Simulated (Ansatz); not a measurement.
# Co under changes of volume

One of the cells (10.688 Å³/atom); the others are scaled copies at fixed shape and fractional positions:

```xyz
4
Lattice="2.4706 0.0000 0.0000 -1.2353 2.1396 0.0000 0.0000 0.0000 8.0882" Properties=species:S:1:pos:R:3 pbc="T T T"
Co    1.2353    0.7132    6.0662
Co    0.0000    0.0000    4.0441
Co    0.0000    1.4264    2.0221
Co    0.0000    0.0000    0.0000
```

```yaml
Program: Ansatz 0.2.0
Functional: RPBE
Dispersion: D3(BJ)
Potentials_or_basis: Ansatz PAW
Cutoff: "420 eV (not typed: the program's choice for these potentials)"
k_mesh: 12 × 12 × 4
Occupations: fermi-dirac, width 0.05 eV
Spin: collinear spin, ferromagnetic start
Starting_moments: "[2.0, 2.0, 2.0, 2.0] μB"
```

```tsv
volume (Å³/atom)	energy over the lowest point (meV/atom)	pressure (GPa)	moment (μB per cell)
10.047	0.00	-7.4	6.36
10.261	13.03	-12.1	6.49
10.475	31.95	-16.4	6.59
10.688	56.43	-20.3	6.66
10.902	85.93	-23.8	6.72
11.116	119.80	-26.9	6.78
11.330	?	?	?
```

Task: What does the run at 11.330 Å³/atom give?

Result: Energy over the lowest point 157.53 meV/atom; pressure -29.6 GPa; moment 6.84 μB per cell.

Worked out: A Birch-Murnaghan fit of order 3 (a polynomial in V^(-2/3)) to the other rows has its minimum at 9.76 Å³/atom, just outside them, with B0 = V·E''(V) = 266 GPa and B' = 3.8 at fixed shape and positions, which overstates the stiffness. It gives 157.75 meV/atom at 11.330 Å³/atom, against the run's 157.53, and -dE/dV = -29.8 GPa, against -29.6. A parabola through the other rows of the moment, of slope 0.0842 μB per Å³/atom there, extrapolates to 6.80 μB, against the run's 6.84.

Energies are extrapolated to zero smearing.

Caveats: pairwise dispersion overbinds metals, which lowers pressure and volume; the PAW data sets come from PBE, with cores solved anew for the run's functional, which leaves a small shift of forces and pressure.
